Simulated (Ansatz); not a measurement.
Fe:

```
Fe
1.0
    -1.48050    1.48050    1.48050
     1.48050   -1.48050    1.48050
     1.48050    1.48050   -1.48050
Fe
1
Direct
  0.00000 0.00000 0.00000
```

The cell isn't the ideal one: volume scaled by 1.08.

| Property | Result |
| --- | --- |
| Program | Ansatz 0.2.0 |
| Task | relaxation of cell and atoms |
| Functional | Slater exchange only |
| Potentials or basis | all-electron LAPW, relativistic spinors |
| Basis error allowed | 0.001 eV/atom |
| k mesh | 10 × 10 × 10 |
| Occupations | fermi-dirac, width 0.025 eV |
| Spin | spin-orbit coupling, no magnetisation |

At the start: volume 12.98 Å³/atom.

Problem. Where does the relaxation end?

Solution. Over 6 steps the energy falls by 411.3 meV/atom and the volume is 10.27 Å³/atom (-20.8 %); space group Im-3m (No. 229, to 0.05 Å).

Step by step:
| step | energy change (eV) | largest force (eV/Å) | volume (Å³) |
| --- | --- | --- | --- |
| 1 | 0.0000 | 0.0000 | 12.98 |
| 2 | -0.3511 | 0.0000 | 11.17 |
| 3 | -0.3870 | 0.0000 | 9.77 |
| 4 | -0.4107 | 0.0000 | 10.35 |
| 5 | -0.4113 | 0.0000 | 10.27 |
| 6 | -0.4113 | 0.0000 | 10.27 |

Final structure:
```
Fe
1.0
    -1.36952    1.36952    1.36952
     1.36952   -1.36952    1.36952
     1.36952    1.36952   -1.36952
Fe
1
Direct
  0.00000 0.00000 0.00000
```

Caveat: the run has no spin polarisation, though such a crystal can be magnetic.
